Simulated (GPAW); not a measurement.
# P (Cmce) in GPAW: single point with LDA

Aim: the single point of P with LDA.

All numbers are computed with GPAW 26.7.0; they aren't measurements. Logs are shortened: lines on timing, memory, paths and dates and some standing lists are left out, and cuts for length are marked. The log counts tension as positive stress, the text compression.

### 1 The undisturbed crystal

The structure is orthorhombic, space group Cmce (No. 64). Conventional cell: a = 3.295 Å, b = 10.930 Å, c = 4.544 Å, α = 90.00°, β = 90.00°, γ = 90.00°. Around P (site symmetry m) lie 3 P at 2.20 to 2.25 Å.

### 2 Single point, LDA (volume scaled by 0.92)

run.py

```python
import spglib
from ase import Atoms
from ase.dft.bandgap import bandgap
from ase.io import read, write
from ase.units import GPa
from gpaw import GPAW, PW

atoms = read('P.cif')
cell, positions, numbers = spglib.find_primitive(
    (atoms.cell[:], atoms.get_scaled_positions(), atoms.numbers), symprec=1e-4)
atoms = Atoms(numbers, cell=cell, scaled_positions=positions, pbc=True)

calc = GPAW(mode=PW(450),
            xc='LDA',
            kpts={'size': (7, 7, 5), 'gamma': True},
            occupations={'name': 'fermi-dirac', 'width': 0.05},
            nbands=21,
            maxiter=120,
            txt='gpaw.txt')
atoms.calc = calc
energy = atoms.get_potential_energy()
forces = atoms.get_forces()
stress = atoms.get_stress()
calc.write('gs.gpw')
write('result.traj', atoms)
print(f'Energy: {energy:.6f} eV')
print('Forces (eV/A):')
print(forces.round(4))
print('Stress (GPa):', (stress / GPa).round(3))
print('Fermi level:', round(calc.get_fermi_level(), 4), 'eV')
print(f'Gap: {bandgap(calc)[0]:.4f} eV, direct: {bandgap(calc, direct=True)[0]:.4f} eV')
```

P.cif

```cif
data_P
_cell_length_a 3.20515310
_cell_length_b 10.63046925
_cell_length_c 4.41908921
_cell_angle_alpha 90.00000000
_cell_angle_beta 90.00000000
_cell_angle_gamma 90.00000000
_space_group_name_H-M_alt 'Cmce'
_space_group_name_Hall '-C 2ac 2'
_space_group_IT_number 64
loop_
_space_group_symop_operation_xyz
'x,y,z'
'-x,-y,-z'
'-x+1/2,-y,z+1/2'
'x+1/2,y,-z+1/2'
'x,-y,-z'
'-x,y,z'
'-x+1/2,y,-z+1/2'
'x+1/2,-y,z+1/2'
'x+1/2,y+1/2,z'
'-x+1/2,-y+1/2,-z'
'-x,-y+1/2,z+1/2'
'x,y+1/2,-z+1/2'
'x+1/2,-y+1/2,-z'
'-x+1/2,y+1/2,z'
'-x,y+1/2,-z+1/2'
'x,-y+1/2,z+1/2'
loop_
_atom_site_label
_atom_site_type_symbol
_atom_site_symmetry_multiplicity
_atom_site_Wyckoff_symbol
_atom_site_fract_x
_atom_site_fract_y
_atom_site_fract_z
_atom_site_occupancy
P1 P 8 f 0.5000000000 0.5958568700 0.5888151700 1
```

Potentials or basis: the program's PAW data sets (release 1.2.1) made for this functional, pw.

Started as:

```
$ OMP_NUM_THREADS=1 python run.py
```

gpaw.txt:

```text
__  _  _
 | _ |_)|_||  |
 |__||  | ||/\| - 26.7.0

Input parameters:
  mode=PW(ecut=450.00000000000006),
  kpts=MonkhorstPack(size=(7, 7, 5), gamma=True),
  maxiter=120,
  nbands=21,
  occupations=Occupations(name='fermi-dirac', width=0.05),
  xc=XC(name='LDA')

Diagonalizing LCAO Hamiltonian
Converting LCAO to pw mode

           P P

       P P

Atoms  # Å, Bohr magnetons
|   | symbol |        x |         y |        z |    initial magnetic moments |
|---|--------|----------|-----------|----------|-----------------------------|
| 0 |      P | 1.602577 | -4.296231 | 2.602027 | ( 0.0000,  0.0000,  0.0000) |
| 1 |      P | 1.602577 |  4.296231 | 1.817062 | ( 0.0000,  0.0000,  0.0000) |
| 2 |      P | 1.602577 | -1.019004 | 0.392482 | ( 0.0000,  0.0000,  0.0000) |
| 3 |      P | 1.602577 |  1.019004 | 4.026607 | ( 0.0000,  0.0000,  0.0000) |

Unit cell  # Å
| periodic |        x |         y |        z |  lengths |     angles |
|----------|----------|-----------|----------|----------|------------|
|      yes | 1.602577 | -5.315235 | 0.000000 | 5.551574 |  90.000000 |
|      yes | 1.602577 |  5.315235 | 0.000000 | 5.551574 |  90.000000 |
|      yes | 0.000000 |  0.000000 | 4.419089 | 4.419089 | 146.443224 |

Number of symmetries: 4
Symmetry operations  # r_c * U_cc + t_c -> r_c
|   | kind |            matrix            |
|---|------|------------------------------|
| 0 |  E   |  1, 0, 0,  0, 1, 0,  0, 0, 1 |
| 1 |  C2  |  0, 1, 0,  1, 0, 0,  0, 0,-1 |
| 2 |  σ   |  0,-1, 0, -1, 0, 0,  0, 0, 1 |
| 3 |  i   | -1, 0, 0,  0,-1, 0,  0, 0,-1 |

BZ-sampling:
  Number of BZ points: 245
  Number of IBZ points: 72

  Monkhorst-Pack size: [7, 7, 5]
  Monkhorst-Pack shift: [0, 0, 0]

K-points  # in reciprocal-cell coordinates
|     |                                coordinates |     weight |
|-----|--------------------------------------------|------------|
|   0 | (  0.00000000,   0.00000000,   0.00000000) | 0.00408163 |
|   1 | (  0.00000000,   0.00000000,   0.20000000) | 0.00816327 |
|   2 | (  0.00000000,   0.00000000,   0.40000000) | 0.00816327 |
|   3 | (  0.14285714,  -0.14285714,  -0.40000000) | 0.00816327 |
|   4 | (  0.14285714,  -0.14285714,  -0.20000000) | 0.00816327 |
|   5 | (  0.14285714,  -0.14285714,   0.00000000) | 0.00816327 |
|   6 | (  0.14285714,  -0.14285714,   0.20000000) | 0.00816327 |
|   7 | (  0.14285714,  -0.14285714,   0.40000000) | 0.00816327 |
|   8 | (  0.14285714,   0.00000000,  -0.40000000) | 0.01632653 |
|   9 | (  0.14285714,   0.00000000,  -0.20000000) | 0.01632653 |
| ... |                                            |            |
|  71 | (  0.42857143,   0.42857143,   0.40000000) | 0.01632653 |

Plane wave coefficients: 1665
Cutoff: 450.00000000000006 eV

Spin-components: 1 (collinear spins)
Bands:           21
Projectors:      20
Spin-degeneracy: 2
Datatype:        complex128

Parallelization:
  kpt:    1
  domain: 1
  band:   1

Density:
  Valence electrons: 20.0
  Components: 1
  Grid points: [28 28 24]
  Charge: 0.0  # |e|

Potential:
  Grid points: [28 28 24]

species:
  P:
    name:    Phosphorus
    Z:       15.0
    valence: 5
    core:    10
    charge:  0.0  # [|e|]
    compensation charges:
      type: gauss
      rc: 0.30  # [Å]
      lmax: 2
    cutoffs:
      filter: 1.69  # [Å]
      core: 1.81  # [Å]
    projectors
    | kind |    occ | energy [eV] | rcut [Å] |
    |------|--------|-------------|----------|
    |   3s |  2.000 |     -14.015 |    0.953 |
    |   3p |  3.000 |      -5.596 |    0.953 |
    |    s |        |      13.197 |    0.953 |
    |    p |        |      21.615 |    0.953 |
    |    d |        |       0.000 |    0.953 |

    Using partial waves for P as LCAO basis

Reference energy: -37090.423230  # eV

eigensolver:
  PPCG
  Converge bands: occupied
  niter=2

density mixing:
  MSR1-Mixer
  Pratt-step length: 0.05
  Maximum mixing coefficient: 0.75
  Old densities: 10
  SVD Regularization: 0.005
  Good broyden scale: 1.0
  Trust region scale: 1.0
  Backstep threshold: 4.0
  History deletion threshold: 6.0
  Fourier metric: weight=20.0, sigma=0.015

occupation numbers:
  Fermi-Dirac:
    width: 0.0500  # eV

poisson solver:
  ecut: 3600.0000000000005  # eV

xc functional:
  name: None

convergence criteria:
- Maximum [total energy] change in last 3 cyles: 0.0005 eV / valence electron
- Maximum integral of absolute [dens]ity change: 0.0001 electrons / valence electron
- Maximum integral of absolute [eigenst]ate change: 4e-08 eV^2 / valence electron
maximum number of iterations: 120

SCF iterations
|iter     | |      energy | eigst |  dens |
|---------|-|-------------|-------|-------|
|iter:   1| |  -23.993975 | +0.27 |       |
|iter:   2| |  -23.999032 | -1.85 | -0.99 |
|iter:   3| |  -23.796028 | -2.16 | -1.02 |
|iter:   4| |  -23.783890 | -3.00 | -1.51 |
|iter:   5| |  -23.781643 | -3.76 | -2.08 |
|iter:   6| |  -23.781367c| -4.86 | -2.45 |
|iter:   7| |  -23.781370c| -6.36 | -2.99 |
|iter:   8| |  -23.781370c| -7.89c| -3.76 |
|iter:   9| |  -23.781370c| -8.32c| -4.44c|

Converged in 9 steps
Energy contributions relative to reference atoms: (reference = -37090.423230)

Energy contributions:
  Kinetic:          37.020166
  Coulomb:         -32.594127
  Zero:             -0.109055
  External:          0.000000
  Xc:              -28.097259
  Entropy:          -0.002189
  Spinorbit:         0.000000
  ----------------------------
  Free energy:     -23.782464
  Extrapolated:    -23.781370

dipole moment: (0.000005, -0.000000, 0.000006)  # |e|*Ang

Fermi level: 6.620
Eigenvalues  # (at kpt = [0.000, 0.000, 0.000])
| band index |      eig [eV] | occ [0-2] |
|------------|---------------|-----------|
|          0 |        -9.919 |     2.000 |
|        ... |               |           |
|          2 |        -3.392 |     2.000 |
|          3 |        -0.695 |     2.000 |
|          4 |         1.260 |     2.000 |
|          5 |         1.981 |     2.000 |
|          6 |         2.325 |     2.000 |
|          7 |         3.541 |     2.000 |
[... 8 lines left out ...]
|         16 |        13.359 |     0.000 |
|         17 |        14.012 |     0.000 |
|        ... |               |           |
|         20 |        15.448 |     0.000 |

Gap: 0.109 eV
Transition (v -> c):
  (s=0, k=41, n=9, [0.43, -0.43, 0.00]) -> (s=0, k=51, n=10, [0.43, -0.14, 0.00])
Direct/indirect transitions are different
Direct gap: 0.144 eV
Transition at: (s=0, k=41, n=9, [0.43, -0.43, 0.00])

Forces  # eV/Ang
|        x |        y |        z |
|----------|----------|----------|
|  0.00000 |  0.68283 | -0.74258 |  # P    0
| -0.00000 | -0.68283 |  0.74258 |  # P    1
| -0.00000 | -0.68284 | -0.74258 |  # P    2
|  0.00000 |  0.68284 |  0.74258 |  # P    3

Stress tensor  # eV/Ang^3
|         x |         y |         z |
|-----------|-----------|-----------|
| -0.044493 |  0.000000 |  0.000000 |
|  0.000000 | -0.025598 |  0.000000 |
|  0.000000 |  0.000000 | -0.032443 |

# Writing to gs.gpw (mode='')
```

Run time: 47 s. Hardware: 1 thread of Arm Neoverse V2, shared host; peak memory 0.2 GiB.

Results:

```
Free energy            : -23.7825 eV
Pressure               : 5.5 GPa
Largest force          : 1.009 eV/Å
Band gap on the k mesh : 0.11 eV, indirect (least direct gap 0.14 eV)
```

Forces on the atoms (eV/Å):
```
P    0.000  0.683 -0.743
P    0.000 -0.683  0.743
P    0.000 -0.683 -0.743
P    0.000  0.683  0.743
```

Levels at points of the mesh, in eV from the valence-band top:
| k point | band 7 | band 8 | band 9 | band 10 | band 11 | band 12 | band 13 | band 14 |
| --- | --- | --- | --- | --- | --- | --- | --- | --- |
| (0.00, 0.00, 0.00) | -4.26 | -3.05 | -2.63 | -1.29 | 0.46 | 0.94 | 2.02 | 3.05 |

Caveat: the cutoff is short for stress and forces, so pressures can be off by a GPa or more; an odd mesh through Γ misses points on the zone boundary, where band edges often lie; the program warned that so skewed a cell can give wrong results.
